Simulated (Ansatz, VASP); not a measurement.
# AlO: VASP beside Ansatz

INCAR

```
SYSTEM = AlO
PREC     = Accurate       ! precision mode
ENCUT    = 520            ! plane-wave cutoff, eV
EDIFF    = 1E-7           ! SCF threshold, eV
ISMEAR   = -1             ! smearing method
SIGMA    = 0.05           ! smearing width, eV
LREAL    = .FALSE.        ! projectors in reciprocal space
LASPH    = .TRUE.         ! aspherical terms in the spheres
NELM     = 80             ! most SCF steps
ALGO     = Normal         ! electronic algorithm
ISIF     = 2              ! what is computed and relaxed
LWAVE    = .FALSE.        ! write WAVECAR
LCHARG   = .FALSE.        ! write CHGCAR
GGA      = PE             ! functional
NBANDS   = 12             ! bands
```

KPOINTS

```
Automatic mesh
0
G
  10 10 10
  0 0 0
```

File POSCAR:

```
AlO
1.0
    2.7506042722      0.0000000000      0.0000000000
    0.0000000000      2.7506042722      0.0000000000
    0.0000000000      0.0000000000      2.7506042722
Al O
1 1
Direct
    0.5000000000      0.5000000000      0.5000000000
    0.0000000000      0.0000000000      0.0000000000
```

File input.yaml:

```yaml
crystal:
  lattice:
    - [2.7506042722, 0.0, 0.0]
    - [0.0, 2.7506042722, 0.0]
    - [0.0, 0.0, 2.7506042722]
  atoms:
    - { symbol: Al, position: [0.5, 0.5, 0.5] }
    - { symbol: O, position: [0.0, 0.0, 0.0] }
hamiltonian:
  xc: pbe
  pseudopotentials: { kind: paw }
kpoints:
  mp_grid: { grid: [10, 10, 10] }
scf:
  occupations: { method: fermi_dirac, width: 0.05 }
output:
  forces: true
  stress: true
  eigenvalues: true
```

Change from the starting cell: volume scaled by 0.98.

Alike in both runs: task single point; functional PBE; k mesh 10 × 10 × 10; occupations fermi-dirac, width 0.05 eV; no spin polarisation.

```csv
,VASP,Ansatz
version,VASP 6.6.1,Ansatz 0.2.0
potentials or method,"VASP PAW PBE potentials, release 64 (Al, O)",Ansatz PAW
plane-wave cutoff (eV),520,420
valence electrons in the cell,9,9
```

VASP gave:

```
gap on the k mesh at the Fermi level (eV) : none
pressure (GPa)                            : 2.6
```

**Question.** Estimate Ansatz's values.

**Answer.** gap on the k mesh at the Fermi level (eV): none; pressure (GPa): 2.8.

A gap of «none» marks a metal or a gap that the smearing closes. The functional is the same, so the differences come from potentials, cutoffs and numerics.

Caveats: an odd number of electrons without spin polarisation forces a metal; a magnetic or distorted state may lie lower; the pressure holds a Pulay correction of +0.6 GPa for the finite cutoff (Ansatz).
